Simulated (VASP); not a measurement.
# Rb (I4/mmm) in VASP: equation of state

How stiff is Rb in PBE, and what volume does it want? The cell is scaled to several volumes.

Program: VASP 6.6.1. These are calculated values, not measurements. Logs are shortened: lines on timing, memory, paths and dates and some standing lists are left out, and cuts for length are marked.

**1. The crystal as given**

The structure is tetragonal, space group I4/mmm (No. 139). Conventional cell: a = 5.909 Å, b = 5.909 Å, c = 5.462 Å, α = 90.00°, β = 90.00°, γ = 90.00°.

This isn't the form of Rb at room conditions, which is bcc.

**2. Equation of state, PBE, 89.63 Å³/atom (volume scaled by 0.94)**

Input file INCAR:

```
SYSTEM = Rb
PREC = Accurate
ENCUT = 520
EDIFF = 1E-7
ISMEAR = -1
SIGMA = 0.05
LREAL = .FALSE.
LASPH = .TRUE.
NELM = 60
ALGO = Normal
ISIF = 2
LWAVE = .FALSE.
LCHARG = .FALSE.
GGA = PE
NBANDS = 10
```

Input file KPOINTS:

```
Automatic mesh
0
G
  7 7 7
  0 0 0
```

Input file POSCAR:

```
Rb
1.0
   -2.8941987776      2.8941987776      2.6750980186
    2.8941987776     -2.8941987776      2.6750980186
    2.8941987776      2.8941987776     -2.6750980186
Rb
1
Direct
    0.0000000000      0.0000000000      0.0000000000
```

Potentials or basis: VASP PAW PBE potentials, release 64 (Rb_sv).

Run with:

```
> cat potpaw_PBE.64/Rb_sv/POTCAR > POTCAR
> mpirun -np 1 vasp_std > vasp.out
```

OUTCAR:

```text
SYSTEM = Rb
   PREC = Accurate
   ENCUT = 520
   EDIFF = 1E-7
   ISMEAR = -1
   LREAL = .FALSE.
   LASPH = .TRUE.
   NELM = 60
   ISIF = 2
   GGA = PE

 ion  position               nearest neighbor table
   1  0.000  0.000  0.000-

  LATTYP: Found a body centered tetragonal cell.
 ALAT       =     5.7883975552
 C/A-ratio  =     0.9242965754

  Lattice vectors:

 A1 = (  -2.8941987776,   2.8941987776,   2.6750980186)
 A2 = (   2.8941987776,  -2.8941987776,   2.6750980186)
 A3 = (   2.8941987776,   2.8941987776,  -2.6750980186)

Analysis of symmetry for initial positions (statically):
=====================================================================
 Subroutine PRICEL returns:
 Original cell was already a primitive cell.

 Routine SETGRP: Setting up the symmetry group for a
 body centered tetragonal supercell.

 Subroutine GETGRP returns: Found 16 space group operations
 (whereof 16 operations were pure point group operations)
 out of a pool of 16 trial point group operations.

The static configuration has the point symmetry D_4h.

Analysis of symmetry for dynamics (positions and initial velocities):
=====================================================================
 Subroutine PRICEL returns:
 Original cell was already a primitive cell.

 Routine SETGRP: Setting up the symmetry group for a
 body centered tetragonal supercell.

 Subroutine GETGRP returns: Found 16 space group operations
 (whereof 16 operations were pure point group operations)
 out of a pool of 16 trial point group operations.

The dynamic configuration has the point symmetry D_4h.

 Subroutine INISYM returns: Found 16 space group operations
 (whereof 16 operations are pure point group operations),
 and found     1 'primitive' translations

----------------------------------------------------------------------------------------

                                     Primitive cell

  volume of cell :      89.6306

  direct lattice vectors                    reciprocal lattice vectors
    -2.894198778  2.894198778  2.675098019     0.000000000  0.172759385  0.186909039
     2.894198778 -2.894198778  2.675098019     0.172759385  0.000000000  0.186909039
     2.894198778  2.894198778 -2.675098019     0.172759385  0.172759385  0.000000000

  length of vectors
     4.889675095  4.889675095  4.889675095     0.254520714  0.254520714  0.244318665

  position of ions in fractional coordinates (direct lattice)
     0.000000000  0.000000000  0.000000000

  ion indices of the primitive-cell ions
   primitive index   ion index
                 1           1

----------------------------------------------------------------------------------------

 KPOINTS: Automatic mesh

Automatic generation of k-mesh.
 Grid dimensions read from file:
 generate k-points for:    7    7    7

 Generating k-lattice:

  Cartesian coordinates                     Fractional coordinates (reciprocal lattice)
     0.000000000  0.024679912  0.026701291     0.142857143 -0.000000000  0.000000000
     0.024679912  0.000000000  0.026701291    -0.000000000  0.142857143  0.000000000
     0.024679912  0.024679912  0.000000000     0.000000000  0.000000000  0.142857143

  Length of vectors
     0.036360102  0.036360102  0.034902666

  Shift w.r.t. Gamma in fractional coordinates (k-lattice)
     0.000000000  0.000000000  0.000000000

 Subroutine IBZKPT returns following result:
 ===========================================

 Found     40 irreducible k-points:

 Following reciprocal coordinates:
            Coordinates               Weight
  0.000000  0.000000  0.000000      1.000000
  0.142857  0.000000 -0.000000      8.000000
  0.285714  0.000000  0.000000      8.000000
  0.428571  0.000000  0.000000      8.000000
  0.142857  0.142857 -0.000000      8.000000
  0.285714  0.142857 -0.000000     16.000000
[... 32 lines left out ...]
 -0.428571  0.428571  0.428571      4.000000
 -0.428571 -0.428571  0.428571      2.000000
   k-points           NKPTS =     40   k-points in BZ     NKDIM =     40   number of bands    NBANDS=     10
   number of dos      NEDOS =    301   number of ions     NIONS =      1
   total plane-waves  NPLWV =  46656
   dimension x,y,z NGX =    36 NGY =   36 NGZ =   36
   dimension x,y,z NGXF=    72 NGYF=   72 NGZF=   72
   ions per type =               1
   NGX,Y,Z   is equivalent  to a cutoff of  12.24, 12.24, 12.24 a.u.
   NGXF,Y,Z  is equivalent  to a cutoff of  24.48, 24.48, 24.48 a.u.
 SYSTEM =  Rb
   PREC   = accura    normal or accurate (medium, high low for compatibility)
   ISTART =      0    job   : 0-new  1-cont  2-samecut
   ICHARG =      2    charge: 1-file 2-atom 10-const
   ISPIN  =      1    spin polarized calculation?
   LNONCOLLINEAR =      F non collinear calculations
   LSORBIT =      F    spin-orbit coupling
   LASPH  =      T    aspherical Exc in radial PAW
   ENCUT  =  520.0 eV  38.22 Ry    6.18 a.u.   9.09  9.09  9.09*2*pi/ulx,y,z
   NELM   =     60;   NELMIN=  2; NELMDL= -5     # of ELM steps
   EDIFF  = 0.1E-06   stopping-criterion for ELM
   LREAL  =      F    real-space projection
   EDIFFG = 0.1E-05   stopping-criterion for IOM
   NSW    =      0    number of steps for IOM
   IBRION =     -1    ionic relax: 0-MD 1-quasi-New 2-CG
   NFREE  =      0    steps in history (QN), initial steepest desc. (CG)
   ISIF   =      2    stress and relaxation
   ISYM   =      2    0-nonsym 1-usesym 2-fastsym
   POTIM  = 0.5000    time-step for ionic-motion
   TEBEG  =    0.0;   TEEND  =   0.0 temperature during run
   PSTRESS=    0.0 pullay stress
   NELECT =       9.0000    total number of electrons
   NUPDOWN=      -1.0000    fix difference up-down
   EMIN   =  10.00;   EMAX   =-10.00  energy-range for DOS
   EFERMI =   0.00;   METHOD = LEGACY
   ISMEAR =    -1;   SIGMA  =   0.05  broadening in eV -4-tet -1-fermi 0-gaus
   EFERMI_NEDOS =   21; number of points for ismear=-14 and -15
   IALGO  =     38    algorithm
   IMIX   =      4    mixing-type and parameters
     AMIX     =   0.40;   BMIX     =  1.00
     AMIX_MAG =   1.60;   BMIX_MAG =  1.00
  volume/ion in A,a.u.               =      89.63       604.86
  Fermi-wavevector in a.u.,A,eV,Ry     =   0.760916  1.437923  7.877686  0.578994
  Thomas-Fermi vector in A             =   1.860040
   LORBIT       =      0    0 simple, 1 ext, 2 COOP (PROOUT), +10 PAW based schemes
   GGA     = PE    functional components
   LHFCALC =     F    Hartree Fock is set to
   AEXX    =    0.0000 exact exchange contribution
   IVDW    =     0    specifies the selected vdW correction
   LEPSILON=     F    determine dielectric tensor
   LRPA    =     F    only Hartree local field effects (RPA)
 non-spin polarized calculation
  energy-cutoff  :      520.00
  volume of cell :       89.63
 maximum number of plane-waves:      2428
   NGX = 19   NGY = 19   NGZ = 19

 number of electron       9.0000000 magnetization

 Free energy of the ion-electron system (eV)
  ---------------------------------------------------
  ext. energy  EPLUGINS =         0.00000000
  ---------------------------------------------------
  free energy    TOTEN  =        -0.94281547 eV

  energy without entropy =       -0.93599624  energy(sigma->0) =       -0.93940586

 E-fermi :   0.0438     XC(G=0):  -5.5026

 val. band max:       -0.0129322653   @ k =   0.4286   0.0000   0.0000
 cond. band min:       0.0523778450   @ k =  -0.4286   0.4286   0.1429
 fundamental gap:      0.0653101102
 Fermi energy:         0.0437572044

 k-point     1 :       0.0000    0.0000    0.0000
  band No.  band energies     occupation
      1     -28.8493      2.00000
      2     -12.8901      2.00000
      3     -12.8901      2.00000
      4     -12.8897      2.00000
      5      -1.9458      2.00000
      6       3.4790      0.00000
      7       3.8991      0.00000
      8       3.8991      0.00000
      9       4.3934      0.00000
     10       4.9657      0.00000

 k-point     2 :       0.1429    0.0000   -0.0000
  band No.  band energies     occupation
      1     -28.8484      2.00000
      2     -12.9093      2.00000
      3     -12.8967      2.00000
      4     -12.8906      2.00000
      5      -1.6963      2.00000
      6       3.3156      0.00000
      7       3.4094      0.00000
      8       3.9440      0.00000
      9       4.3808      0.00000
     10       4.6763      0.00000

 k-point     3 :       0.2857    0.0000    0.0000
  band No.  band energies     occupation
      1     -28.8464      2.00000
      2     -12.9521      2.00000
      3     -12.9114      2.00000
      4     -12.8921      2.00000
      5      -0.9964      2.00000
      6       2.3167      0.00000
      7       2.8428      0.00000
      8       4.5349      0.00000
      9       4.5667      0.00000
     10       4.6619      0.00000

 k-point     4 :       0.4286    0.0000    0.0000
  band No.  band energies     occupation
      1     -28.8448      2.00000
      2     -12.9857      2.00000
      3     -12.9232      2.00000
      4     -12.8934      2.00000
      5      -0.0129      1.51308
      6       1.2541      0.00000
      7       2.5436      0.00000
      8       4.4487      0.00000
      9       4.9477      0.00000
     10       5.4915      0.00000
[... 430 lines left out ...]
 k-point    38 :      -0.2857   -0.2857    0.2857
  band No.  band energies     occupation
      1     -28.8439      2.00000
      2     -12.9539      2.00000
      3     -12.9346      2.00000
      4     -12.9346      2.00000
      5      -0.0239      1.58950
      6       2.0829      0.00000
      7       2.9043      0.00000
      8       2.9043      0.00000
      9       4.2709      0.00000
     10       4.7755      0.00000

 k-point    39 :      -0.4286    0.4286    0.4286
  band No.  band energies     occupation
      1     -28.8417      2.00000
      2     -12.9649      2.00000
      3     -12.9625      2.00000
      4     -12.9477      2.00000
      5       1.0374      0.00000
      6       1.4254      0.00000
      7       3.0033      0.00000
      8       3.0380      0.00000
      9       3.7764      0.00000
     10       5.4227      0.00000

 k-point    40 :      -0.4286   -0.4286    0.4286
  band No.  band energies     occupation
      1     -28.8416      2.00000
      2     -12.9622      2.00000
      3     -12.9622      2.00000
      4     -12.9531      2.00000
      5       1.2904      0.00000
      6       1.2917      0.00000
      7       3.0256      0.00000
      8       3.0256      0.00000
      9       3.4362      0.00000
     10       5.6784      0.00000

------------------------ aborting loop because EDIFF is reached ----------------------------------------

  FORCE on cell =-STRESS in cart. coord.  units (eV):
  Direction    XX          YY          ZZ          XY          YZ          ZX
  --------------------------------------------------------------------------------------
  -------------------------------------------------------------------------------------
  Total        0.0297589      0.0297589      0.0063611      0.0000000     -0.0000000      0.0000000
  in kB        0.5319500      0.5319500      0.1137059      0.0000000     -0.0000000      0.0000000
  external PRESSURE =       0.3925353 kB  Pullay stress =       0.0000000 kB

 VOLUME and BASIS-vectors are now :
 -----------------------------------------------------------------------------
  energy-cutoff  :      520.00
  volume of cell :       89.63
      direct lattice vectors                 reciprocal lattice vectors
    -2.894198778  2.894198778  2.675098019     0.000000000  0.172759385  0.186909039
     2.894198778 -2.894198778  2.675098019     0.172759385  0.000000000  0.186909039
     2.894198778  2.894198778 -2.675098019     0.172759385  0.172759385  0.000000000

 POSITION                                       TOTAL-FORCE (eV/Angst)
 -----------------------------------------------------------------------------------
      0.00000      0.00000      0.00000        -0.000000      0.000000     -0.000000
 -----------------------------------------------------------------------------------
    total drift:                               -0.000000      0.000000      0.000000

  FREE ENERGIE OF THE ION-ELECTRON SYSTEM (eV)
  ---------------------------------------------------
  free  energy   TOTEN  =        -0.9428154734 eV

  energy  without entropy=       -0.9359962403  energy(sigma->0) =       -0.93940586
```

Run time: 9.9 s. Hardware: 1 thread of Intel Xeon 6975P-C (Granite Rapids), shared host; peak memory 0.2 GiB.

What came out:

```
Free energy            : -0.9428 eV
Pressure               : 0.0 GPa
Band gap on the k mesh : none (metal or under the smearing width)
```

**3. Equation of state, PBE, 91.54 Å³/atom (volume scaled by 0.96)**

Input file INCAR:

```
PREC = Accurate
ENCUT = 520
EDIFF = 1E-7
ISMEAR = -1
SIGMA = 0.05
LREAL = False
LASPH = True
NELM = 80
ALGO = Normal
ISIF = 2
LWAVE = False
LCHARG = False
GGA = PE
NBANDS = 10
```

Input file KPOINTS:

```
regular mesh
0
Gamma
  7 7 7
```

Input file POSCAR:

```
Rb
1.0
   -2.9145811306      2.9145811306      2.6939373577
    2.9145811306     -2.9145811306      2.6939373577
    2.9145811306      2.9145811306     -2.6939373577
Rb
1
Direct
    0.0000000000      0.0000000000      0.0000000000
```

Potentials or basis: VASP PAW PBE potentials, release 64 (Rb_sv).

Run with:

```
> cat potpaw_PBE.64/Rb_sv/POTCAR > POTCAR
> mpirun -np 1 vasp_std > vasp.out
```

It took 15 s on 1 thread of Intel Xeon 6975P-C (Granite Rapids), shared host; peak memory 0.23 GiB.

It converged, with:

| Item | Value |
| --- | --- |
| Free energy | -0.9429 eV |
| Pressure | 0.0 GPa |
| Band gap on the k mesh | none (metal or under the smearing width) |

**4. Equation of state, PBE, 93.44 Å³/atom (volume scaled by 0.98)**

Input file INCAR:

```
SYSTEM = Rb
PREC     = Accurate       ! precision mode
ENCUT    = 520            ! plane-wave cutoff, eV
EDIFF    = 1E-7           ! SCF threshold, eV
ISMEAR   = -1             ! smearing method
SIGMA    = 0.05           ! smearing width, eV
LREAL    = .FALSE.        ! projectors in reciprocal space
LASPH    = .TRUE.         ! aspherical terms in the spheres
NELM     = 100            ! most SCF steps
ALGO     = Normal         ! electronic algorithm
ISIF     = 2              ! what is computed and relaxed
LWAVE    = .FALSE.        ! write WAVECAR
LCHARG   = .FALSE.        ! write CHGCAR
GGA      = PE             ! functional
NBANDS   = 10             ! bands
```

Input file KPOINTS:

```
regular mesh
0
G
  7 7 7
  0 0 0
```

Input file POSCAR:

```
Rb
1.0
   -2.9346823254      2.9346823254      2.7125168232
    2.9346823254     -2.9346823254      2.7125168232
    2.9346823254      2.9346823254     -2.7125168232
Rb
1
Direct
    0.0000000000      0.0000000000      0.0000000000
```

Run with:

```
> cat potpaw_PBE.64/Rb_sv/POTCAR > POTCAR
> mpirun -np 1 vasp_std > vasp.out
```

Wall time 13 s (1 thread of Intel Xeon 6975P-C (Granite Rapids), shared host); peak memory 0.23 GiB.

It converged, with:

```
Free energy            : -0.9424 eV
Pressure               : -0.1 GPa
Band gap on the k mesh : none (metal or under the smearing width)
```

**5. Equation of state, PBE, 97.26 Å³/atom (volume scaled by 1.02)**

Input file INCAR:

```
SYSTEM = Rb
ALGO = Normal ; EDIFF = 1E-7
ENCUT = 520 ; GGA = PE
ISIF = 2 ; ISMEAR = -1
LASPH = .True. ; LCHARG = .False.
LREAL = .False. ; LWAVE = .False.
NBANDS = 10 ; NELM = 100
PREC = Accurate ; SIGMA = 0.05
```

Input file KPOINTS:

```
k-points
0
Gamma
  7 7 7
  0 0 0
```

Input file POSCAR:

```
Rb
1.0
   -2.9740787355      2.9740787355      2.7489307901
    2.9740787355     -2.9740787355      2.7489307901
    2.9740787355      2.9740787355     -2.7489307901
Rb
1
Direct
    0.0000000000      0.0000000000      0.0000000000
```

Run with:

```
> cat potpaw_PBE.64/Rb_sv/POTCAR > POTCAR
> mpirun -np 1 vasp_std > vasp.out
```

Wall time 14 s (1 thread of Intel Xeon 6975P-C (Granite Rapids), shared host); peak memory 0.23 GiB.

Results (log left out):

```
Free energy            : -0.9395 eV
Pressure               : -0.2 GPa
Band gap on the k mesh : none (metal or under the smearing width)
```

**6. Equation of state, PBE, 99.17 Å³/atom (volume scaled by 1.04)**

Input file INCAR:

```
  PREC = Accurate
  ENCUT = 520
  EDIFF = 1E-7
  ISMEAR = -1
  SIGMA = 0.05
  LREAL = False
  LASPH = True
  NELM = 80
  ALGO = Normal
  ISIF = 2
  LWAVE = False
  LCHARG = False
  GGA = PE
  NBANDS = 10
```

Input file KPOINTS:

```
Automatic mesh
0
Gamma
  7 7 7
```

Input file POSCAR:

```
Rb
1.0
   -2.9933914762      2.9933914762      2.7667814902
    2.9933914762     -2.9933914762      2.7667814902
    2.9933914762      2.9933914762     -2.7667814902
Rb
1
Direct
    0.0000000000      0.0000000000      0.0000000000
```

Potentials or basis: VASP PAW PBE potentials, release 64 (Rb_sv).

Run with:

```
> cat potpaw_PBE.64/Rb_sv/POTCAR > POTCAR
> mpirun -np 1 vasp_std > vasp.out
```

It took 15 s on 1 thread of Intel Xeon 6975P-C (Granite Rapids), shared host; peak memory 0.23 GiB.

Results (log left out):

```yaml
Free_energy: -0.9373 eV
Pressure: -0.2 GPa
Band_gap_on_the_k_mesh: none (metal or under the smearing width)
```

**7. Equation of state, PBE, 101.07 Å³/atom (volume scaled by 1.06)**

Input file INCAR:

```
ALGO = Normal
EDIFF = 1E-7
ENCUT = 520
GGA = PE
ISIF = 2
ISMEAR = -1
LASPH = True
LCHARG = False
LREAL = False
LWAVE = False
NBANDS = 10
NELM = 100
PREC = Accurate
SIGMA = 0.05
```

Input file KPOINTS:

```
k-points
0
Gamma
  7 7 7
```

Input file POSCAR:

```
Rb
1.0
   -3.0124581780      3.0124581780      2.7844047774
    3.0124581780     -3.0124581780      2.7844047774
    3.0124581780      3.0124581780     -2.7844047774
Rb
1
Direct
    0.0000000000      0.0000000000      0.0000000000
```

Run with:

```
> cat potpaw_PBE.64/Rb_sv/POTCAR > POTCAR
> mpirun -np 1 vasp_std > vasp.out
```

Wall time 14 s (1 thread of Intel Xeon 6975P-C (Granite Rapids), shared host); peak memory 0.24 GiB.

It converged, with:

```
Free energy            : -0.9347 eV
Pressure               : -0.2 GPa
Band gap on the k mesh : none (metal or under the smearing width)
```

**8. Equation of state, PBE**

Potentials or basis: VASP PAW PBE potentials, release 64 (Rb_sv).

This step only gathers the single runs of the series.

Results:

```yaml
Equilibrium_volume: 90.92 Å³/atom
Bulk_modulus_at_fixed_shape_and_positions: 2.8 GPa
Pressure_derivative_of_the_bulk_modulus: 3.8
```

Energy against volume, from the lowest point:
```
volume (Å³/atom)  energy (meV/atom)
          89.631               0.12
          91.538               0.00
          93.445               0.55
          95.352               1.70
          97.259               3.40
          99.166               5.61
         101.073               8.26
```

Caveat: the cell was scaled at fixed shape and fractional positions, which overstates the stiffness of a crystal with free parameters, most of all of layers and chains.
